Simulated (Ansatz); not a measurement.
# ZnCu2SnS4 (I-4) in Ansatz: notebook, part 2 of 2

Ansatz 0.2.0. Earlier steps stand in the parts before.

**3. Projected density of states, PBEsol+U**

input.yaml reads:

```yaml
crystal:
  lattice:
    - [-2.7171, 2.7171, 5.4248]
    - [2.7171, -2.7171, 5.4248]
    - [2.7171, 2.7171, -5.4248]
  atoms:
    - { symbol: Sn, position: [0.5, 0.5, 0.0] }
    - { symbol: Zn, position: [0.25, 0.75, 0.5] }
    - { symbol: Cu, position: [0.75, 0.25, 0.5] }
    - { symbol: Cu, position: [0.0, 0.0, 0.0] }
    - { symbol: S, position: [0.62799, 0.62839, 0.5128] }
    - { symbol: S, position: [0.88481, 0.37201, 0.0004] }
    - { symbol: S, position: [0.11559, 0.11519, 0.4872] }
    - { symbol: S, position: [0.37161, 0.88441, 0.9996] }
hamiltonian:
  xc: pbesol
  pseudopotentials: { kind: paw }
  hubbard: { sites: [{ species: Cu, l: d, u_eff: 6.0 }] }
kpoints:
  mp_grid: { grid: [7, 7, 7] }
scf:
  occupations: { method: fermi_dirac, width: 0.05 }
  n_extra_bands: 20
output:
  forces: true
  stress: true
  eigenvalues: true
  dos: { projected: true, de: 0.05, nscf_kmesh: { grid: [11, 11, 11] } }
  write_density: true
  write_potential: true
  elf: true
  volumetric_format: npy
```

Potentials or basis: Ansatz PAW.

Command:

```sh
> ansatz run input.yaml --threads 4 --pin off --max-ram 11264MiB --backend cpu --events-out ev --progress --plain --runs-dir out
```

The log of the run:

```text
Warning: RAYON_NUM_THREADS=4 ignored (pool sized by the plan → 4); use --threads N
Sn: projections on atomic orbitals take those of the free atom [Kr] 4d10 5s2 5p2, of charge +0.00 (hamiltonian.pseudopotentials.projection_atoms); the dataset's partial waves leave at most 5.0e-6 of an orbital's norm unspanned inside its sphere
Zn: projections on atomic orbitals take those of the free atom [Ar] 3d10 4s2, of charge +0.00 (hamiltonian.pseudopotentials.projection_atoms); the dataset's partial waves leave at most 6.8e-7 of an orbital's norm unspanned inside its sphere
[... 92 lines left out ...]
  k-point 1: bands = ["-102.5392", "-102.5139", "-60.1421", "-60.0935", "-60.0935", "-60.0894", "-60.0894", "-60.0746", "-14.4438", "-14.4403", "-14.4402", "-14.3495", "-14.3428", "-6.5571", "-5.2297", "-5.1936", "-5.1444", "-0.2606", "0.6810", "0.7254", "0.7337", "0.7700", "0.8654", "1.9927", "2.4746", "2.5307", "2.7810", "2.9516", "3.0098", "3.1400", "3.2706", "3.4458", "3.6385", "3.7355", "3.8079", "4.0540", "4.3595", "4.5460", "4.8094", "5.1229", "5.4844", "6.2752", "6.9428", "7.1281", "8.7937", "10.2750", "11.0771", "11.4979", "11.6292", "12.5006", "12.8735", "13.0981", "13.3112", "13.4718", "14.3153", "14.4640", "15.8360", "15.8586", "16.7758", "17.0568", "17.4925", "17.6339", "17.8992", "18.1549"]
  k-point 2: bands = ["-102.5393", "-102.5139", "-60.1421", "-60.0935", "-60.0935", "-60.0894", "-60.0894", "-60.0746", "-14.4442", "-14.4406", "-14.4403", "-14.3490", "-14.3426", "-6.2927", "-5.4105", "-5.3106", "-5.1837", "-0.2269", "0.6743", "0.7307", "0.7464", "0.8071", "0.8589", "1.6946", "2.3239", "2.4201", "2.6507", "2.8892", "2.9871", "3.1428", "3.2803", "3.4816", "3.5431", "3.7872", "3.8701", "4.2437", "4.6778", "4.8163", "5.2486", "5.4022", "5.6169", "5.9238", "6.3791", "6.9668", "9.1663", "10.8687", "11.0397", "11.4215", "11.8824", "12.5705", "12.9841", "13.2681", "13.4784", "13.7375", "14.6047", "14.8481", "15.2554", "15.6349", "15.8559", "16.1843", "16.7337", "17.0702", "17.6012", "18.1717"]
  k-point 51: bands = ["-102.5392", "-102.5139", "-60.1421", "-60.0935", "-60.0935", "-60.0894", "-60.0894", "-60.0746", "-14.4438", "-14.4401", "-14.4400", "-14.3497", "-14.3428", "-6.1731", "-5.7511", "-5.2220", "-5.1446", "-0.3555", "0.6545", "0.7066", "0.7092", "0.8171", "1.0958", "1.7221", "2.6207", "2.6859", "2.9125", "3.0294", "3.0829", "3.1013", "3.4033", "3.5704", "3.7630", "3.8883", "4.0201", "4.2426", "4.3055", "4.5439", "5.2430", "5.4334", "5.7531", "5.9987", "6.1109", "6.2711", "9.3048", "9.9105", "10.0970", "10.5831", "11.2411", "11.5470", "12.2207", "12.3096", "13.9501", "14.4395", "14.5393", "15.4853", "16.0636", "16.2071", "17.0182", "17.1144", "17.3272", "18.1197", "18.2602", "18.8678"]
Occupation matrices written to <dir>
```

rho_z.tsv:

```text
# z_ang	rho[e/angstrom^3]
# format = ansatz-planar-average/11
# lattice	-2.717100000	2.717100000	5.424800000
# lattice	2.717100000	-2.717100000	5.424800000
# lattice	2.717100000	2.717100000	-5.424800000
# sites	8
# site	50	0.000000000	0.000000000	5.424800000
# site	30	2.717100000	0.000000000	2.712400000
# site	29	0.000000000	2.717100000	2.712400000
# site	29	0.000000000	0.000000000	0.000000000
# site	16	1.394415720	1.392242040	4.033772784
# site	16	-1.392242040	1.394415720	6.815827216
# site	16	1.322684280	1.324857960	-1.391027216
# site	16	4.109342040	1.322684280	1.391027216
0.000000	1.133106e0
0.147730	1.087171e0
0.295459	9.657824e-1
0.443189	8.072432e-1
0.590919	6.495045e-1
0.738648	5.152417e-1
[... 37 lines left out ...]
6.352376	9.657824e-1
6.500106	1.087171e0
```

It took 69 s on 4 threads of Arm Neoverse V2, shared host; peak memory 2 GiB.

Results:

| Quantity | Value |
| --- | --- |
| Free energy | -25950.6473 eV |
| Pressure | -0.9 GPa |
| Largest force | 0.288 eV/Å |
| Band gap on the k mesh | 0.87 eV, direct |

Forces on the atoms (eV/Å):
```
Sn   0.000  0.000  0.000
Zn   0.000  0.000  0.000
Cu   0.000  0.000  0.000
Cu   0.000  0.000  0.000
S    0.090  0.229 -0.148
S   -0.229  0.090  0.148
S   -0.090 -0.229 -0.148
S    0.229 -0.090  0.148
```

States per cell in windows of 1 eV (zero at the valence-band top; states under -8 eV left out):
```
from (eV)  total  S 3p  Cu 3d  Zn 3d  Sn 5p  Cu 4s  S 3s
     -8.0   2.00  0.74   0.07   0.29   0.00   0.01  0.18
     -7.0  10.00  0.72   0.10   8.87   0.06   0.04  0.08
     -6.0   3.13  1.75   0.53   0.06   0.24   0.12  0.04
     -5.0  11.65  4.40   6.04   0.21   0.45   0.36  0.05
     -4.0  11.25  2.45   7.89   0.19   0.24   0.15  0.12
     -3.0   6.30  2.96   2.47   0.14   0.25   0.08  0.18
     -2.0   6.07  3.75   1.69   0.08   0.12   0.04  0.14
     -1.0   3.60  2.52   0.82   0.05   0.04   0.01  0.04
      0.0   0.00  0.00   0.00   0.00   0.00   0.00  0.00
      1.0   1.34  0.66   0.03   0.00   0.02   0.04  0.09
      2.0   1.02  0.40   0.02   0.00   0.17   0.01  0.05
      3.0   4.40  0.72   0.04   0.00   1.67   0.21  0.38
      4.0   3.65  0.73   0.03   0.00   0.92   0.33  0.16
      5.0   4.70  0.63   0.02   0.00   0.28   0.89  0.07
      6.0   5.72  0.43   0.02   0.00   0.23   0.40  0.04
      7.0   5.10  0.22   0.01   0.00   0.13   0.24  0.03
```

Eigenvalues of the final occupation matrices:
```
  site  spin  trace               eigenvalues
site 1     1   4.94  0.98 0.99 0.99 0.99 0.99
site 2     1   4.94  0.99 0.99 0.99 0.99 0.99
```

Caveat: odd divisions of the mesh miss points on the zone boundary, where band edges often lie, so the gap on the mesh can be too wide; spin-orbit coupling is left out, which moves the levels of the heavy elements; the PAW data sets come from PBE, with cores solved anew for the run's functional, which leaves a small shift of forces and pressure; the density of states is complete only up to the lowest level of the last band computed. A k mesh can miss the band edges.

**4. Projected density of states, PBEsol+U**

Changes to input.yaml since step 3:

```diff
@@ -17,3 +17,3 @@
   pseudopotentials: { kind: paw }
-  hubbard: { sites: [{ species: Cu, l: d, u_eff: 6.0 }] }
+  hubbard: { sites: [{ species: Cu, l: d, u_eff: 8.0 }] }
 kpoints:
@@ -28,5 +28 @@
   dos: { projected: true, de: 0.05, nscf_kmesh: { grid: [11, 11, 11] } }
-  write_density: true
-  write_potential: true
-  elf: true
-  volumetric_format: npy
```

Command:

```sh
> ansatz run input.yaml --threads 4 --pin off --max-ram 11264MiB --backend cpu --events-out ev --progress --plain --runs-dir out
```

Wall time 67 s (4 threads of Arm Neoverse V2, shared host); peak memory 1.8 GiB.

Results (log left out):

| Quantity | Value |
| --- | --- |
| Free energy | -25950.4334 eV |
| Pressure | -0.6 GPa |
| Largest force | 0.209 eV/Å |
| Band gap on the k mesh | 1.00 eV, direct |

Forces in eV/Å, atoms in the order of the input:
```
Sn   0.000  0.000  0.000
Zn   0.000  0.000  0.000
Cu   0.000  0.000  0.000
Cu   0.000  0.000  0.000
S    0.078  0.137 -0.137
S   -0.137  0.078  0.137
S   -0.078 -0.137 -0.137
S    0.137 -0.078  0.137
```

Stress tensor (GPa, compression positive):
```
-0.56  0.00  0.00
 0.00 -0.56  0.00
 0.00  0.00 -0.64
```

Levels at points of the mesh, in eV from the valence-band top:
| k point | band 40 | band 41 | band 42 | band 43 | band 44 | band 45 | band 46 | band 47 | band 48 | band 49 |
| --- | --- | --- | --- | --- | --- | --- | --- | --- | --- | --- |
| (0.00, 0.00, 0.00) | -2.25 | -2.25 | -0.05 | -0.05 | 0.00 | 1.00 | 2.71 | 3.62 | 4.50 | 4.50 |

States per cell in windows of 1 eV (zero at the valence-band top; states under -8 eV left out):
| from (eV) | total | S 3p | Cu 3d | Zn 3d | Sn 5p | Cu 4s | S 3s |
| --- | --- | --- | --- | --- | --- | --- | --- |
| -8.0 | 2.00 | 0.73 | 0.10 | 0.27 | 0.00 | 0.01 | 0.17 |
| -7.0 | 10.00 | 0.72 | 0.18 | 8.82 | 0.06 | 0.04 | 0.07 |
| -6.0 | 3.88 | 1.70 | 1.41 | 0.08 | 0.24 | 0.10 | 0.03 |
| -5.0 | 16.96 | 3.31 | 12.48 | 0.30 | 0.32 | 0.27 | 0.08 |
| -4.0 | 5.53 | 2.07 | 2.49 | 0.11 | 0.31 | 0.23 | 0.13 |
| -3.0 | 6.13 | 3.74 | 1.35 | 0.17 | 0.32 | 0.11 | 0.22 |
| -2.0 | 5.74 | 4.14 | 0.99 | 0.09 | 0.11 | 0.04 | 0.12 |
| -1.0 | 3.75 | 2.88 | 0.60 | 0.06 | 0.05 | 0.01 | 0.03 |
| 0.0 | 0.00 | 0.00 | 0.00 | 0.00 | 0.00 | 0.00 | 0.00 |
| 1.0 | 0.73 | 0.35 | 0.01 | 0.00 | 0.01 | 0.03 | 0.06 |
| 2.0 | 1.39 | 0.68 | 0.02 | 0.00 | 0.07 | 0.02 | 0.07 |
| 3.0 | 3.82 | 0.61 | 0.03 | 0.00 | 1.50 | 0.16 | 0.33 |
| 4.0 | 3.82 | 0.76 | 0.03 | 0.00 | 1.12 | 0.29 | 0.20 |
| 5.0 | 4.42 | 0.65 | 0.02 | 0.00 | 0.32 | 0.85 | 0.08 |
| 6.0 | 5.89 | 0.49 | 0.02 | 0.00 | 0.25 | 0.51 | 0.04 |
| 7.0 | 4.88 | 0.21 | 0.01 | 0.00 | 0.12 | 0.22 | 0.02 |

Eigenvalues of the final occupation matrices:
| site | spin | trace | eigenvalues |
| --- | --- | --- | --- |
| site 1 | 1 | 4.95 | 0.99 0.99 0.99 0.99 0.99 |
| site 2 | 1 | 4.95 | 0.99 0.99 0.99 0.99 0.99 |

Caveat: odd divisions of the mesh miss points on the zone boundary, where band edges often lie, so the gap on the mesh can be too wide; spin-orbit coupling is left out, which moves the levels of the heavy elements; the PAW data sets come from PBE, with cores solved anew for the run's functional, which leaves a small shift of forces and pressure; the density of states is complete only up to the lowest level of the last band computed. A k mesh can miss the band edges.

**5. Summary**

| U | gap on the mesh (eV) | pressure (GPa) | largest force (eV/Å) |
| --- | --- | --- | --- |
| Cu d U = 5 eV | 0.79 | -1.0 | 0.34 |
| Cu d U = 6 eV | 0.87 | -0.9 | 0.29 |
| Cu d U = 8 eV | 1.00 | -0.6 | 0.21 |

Alike in all rows: task projected density of states; level PBEsol+U; potentials or basis Ansatz PAW; no spin polarisation; cell as given; k mesh 7 × 7 × 7; cutoff (eV) 420; smearing fermi-dirac 0.05 eV.

On the cell as given the gap runs from 0.79 eV (PBEsol+U) to 1.00 eV (PBEsol+U).

Caveats: odd divisions of the mesh miss points on the zone boundary, where band edges often lie, so the gap on the mesh can be too wide; spin-orbit coupling is left out, which moves the levels of the heavy elements; the PAW data sets come from PBE, with cores solved anew for the run's functional, which leaves a small shift of forces and pressure; the density of states is complete only up to the lowest level of the last band computed.

Total energies depend on the potentials used, so only differences within one code and one set of settings carry meaning.
